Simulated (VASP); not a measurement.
InAs: single point with PBE

The system is InAs.

```xyz
2
Lattice="0.0000 3.0180 3.0180 3.0180 0.0000 3.0180 3.0180 3.0180 0.0000" Properties=species:S:1:pos:R:3 pbc="T T T"
In    0.0000    0.0000    0.0000
As    1.5090    1.5090    1.5090
```

```yaml
Program: VASP 6.6.1
Task: single point
Functional: PBE
Potentials_or_basis: VASP PAW PBE potentials, release 64 (In_d, As)
Cutoff: 520 eV
k_mesh: 4 × 4 × 4
Occupations: gaussian, width 0.02 eV
Spin: no spin polarisation
```

The pressure is 4.9 GPa. The band gap on the k mesh is none (metal or under the smearing width).

Levels at points of the mesh, in eV from the Fermi level:
| k point | band 6 | band 7 | band 8 | band 9 | band 10 | band 11 | band 12 | band 13 |
| --- | --- | --- | --- | --- | --- | --- | --- | --- |
| (0.00, 0.00, 0.00) | -11.90 | -0.19 | -0.01 | -0.01 | -0.01 | 3.88 | 3.88 | 3.88 |
| (0.50, 0.00, 0.00) | -10.41 | -5.82 | -1.01 | -1.01 | 0.95 | 4.65 | 4.65 | 6.84 |
| (0.50, 0.50, 0.00) | -9.86 | -5.89 | -2.36 | -2.36 | 1.51 | 2.04 | 9.22 | 9.29 |

It took 8.4 s on 1 thread of Intel(R) Xeon(R) Platinum 8259CL CPU @ 2.50GHz (Skylake/Cascade Lake), on a shared host, peak memory 0.17 GiB.

Caveat: the k mesh is coarse (spacing up to 0.45 Å⁻¹), so the values aren't converged; this crystal is a semiconductor, whose small gap the functional closes, so the metal is an error of the method.
